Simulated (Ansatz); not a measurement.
LiH built on the h-MgO prototype, relaxed with r2SCAN: 6 runs in Ansatz, each a construction of maximally localised Wannier functions. Space group P6_3/mmc (No. 194), hexagonal; conventional cell a = 3.255 Å, c = 4.069 Å, 9.33 Å³ an atom. Around Li lie 5 H at 1.88–2.03 Å; around H lie 5 Li at 1.88–2.03 Å. Note: simulated data, non-magnetic, for a generated structure that need not be the stable one.

```yaml
crystal:
  lattice:
    - [3.25482, 0.00000, 0.00000]
    - [-1.62741, 2.81876, 0.00000]
    - [0.00000, 0.00000, 4.06907]
  atoms:
    - { symbol: Li, position: [0.33333, 0.66667, 0.25000] }
    - { symbol: Li, position: [0.66667, 0.33333, 0.75000] }
    - { symbol: H, position: [0.66667, 0.33333, 0.25000] }
    - { symbol: H, position: [0.33333, 0.66667, 0.75000] }
```

Windows count from the top of the filled bands; a dash means that no such window was set (without an outer window there is no disentanglement). Rows marked drawn have settings drawn at random (some not listed).

| functional | SCF mesh | trial orbitals | functions | mesh | window (eV) | frozen (eV) | settings | Ω total (Å²) | Ω invariant (Å²) | largest spread (Å²) | least projectability | interpolation miss of the model's filled bands (eV, to the nearest computed level) |
| --- | --- | --- | --- | --- | --- | --- | --- | --- | --- | --- | --- | --- |
| r2SCAN | 9×9×6 | H s | 2 | 6×6×4 | – | – | chosen | 2.50 | 2.46 | 1.25 | 0.91 | 0.087 |
| HSE06 | 6×6×4 | H s | 2 | 6×6×4 | – | – | chosen | 2.51 | 2.47 | 1.26 | 0.91 | – |
| PBE | 9×9×6 | H s | 2 | 6×6×4 | -23.1 to +17.3 | – | drawn | 1.40 | 1.39 | 0.70 | 0.85 | 2.733 |
| PBE | 9×9×6 | H s | 2 | 5×5×5 | – | – | drawn | 2.61 | 2.56 | 1.30 | 0.91 | 0.054 |

Task: Estimate from these rows what the further settings give.

| functional | SCF mesh | trial orbitals | functions | mesh | window (eV) | frozen (eV) | settings |
| --- | --- | --- | --- | --- | --- | --- | --- |
| PBE | 9×9×6 | H s | 2 | 12×12×6 | – | – | chosen |
| PBE | 9×9×6 | H s | 2 | 6×6×4 | – | – | chosen |

Result:

| functional | SCF mesh | trial orbitals | functions | mesh | window (eV) | frozen (eV) | settings | Ω total (Å²) | Ω invariant (Å²) | largest spread (Å²) | least projectability | interpolation miss of the model's filled bands (eV, to the nearest computed level) |
| --- | --- | --- | --- | --- | --- | --- | --- | --- | --- | --- | --- | --- |
| PBE | 9×9×6 | H s | 2 | 12×12×6 | – | – | chosen | 2.73 | 2.69 | 1.36 | 0.89 | 0.031 |
| PBE | 9×9×6 | H s | 2 | 6×6×4 | – | – | chosen | 2.61 | 2.56 | 1.30 | 0.89 | 0.105 |

For H s with PBE the spread goes 2.61 Å² (6×6×4), 2.73 Å² (12×12×6): finite differences on a coarse mesh understate it.
